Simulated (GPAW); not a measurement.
Runs of GPAW 26.7.0 on CoO. It takes space group Fm-3m (No. 225, cubic). Conventional cell: a = 4.263 Å, b = 4.263 Å, c = 4.263 Å, α = 90.00°, β = 90.00°, γ = 90.00°. Co (site symmetry m-3m) is surrounded by 6 O at 2.13 Å. O (site symmetry m-3m) has 6 Co at 2.13 Å as nearest neighbours. 

```csv
level,gap on the mesh (eV),pressure (GPa),moment (μB),relaxed volume (Å³/atom)
PBEsol+D3(BJ)+ATM,none,-0.1,2.93,(c)
PBEsol+D3(BJ),none,0.0,(a),8.95
PBEsol+D4,none,-0.1,2.74,9.02
PBEsol,none,0.3,2.76,(b)
PBEsol+D3,none,-0.1,2.93,9.60
```

Alike in all rows: task relaxation of cell and atoms; potentials or basis PAW data sets generated in the run's folder for this functional, pw; spin collinear, ferromagnetic start; cell relaxed; k mesh 9 × 9 × 9; cutoff (eV) 800; smearing fermi-dirac 0.05 eV.

**Question.** Estimate the missing entries.

**Answer.** (a) 2.73; (b) 9.09; (c) 9.61.

Caveats: each step starts from the last one's moments, so a moment once lost doesn't come back; later steps reuse the first step's grids; a cell with one magnetic atom can't hold antiferromagnetic order, which such compounds often take; semilocal functionals often make such compounds metallic where correlation or magnetic order opens a gap, which also shifts bond lengths; pairwise dispersion overbinds metals, which lowers pressure and volume (some runs).

A gap of «none» marks a metal or a gap under the smearing width.
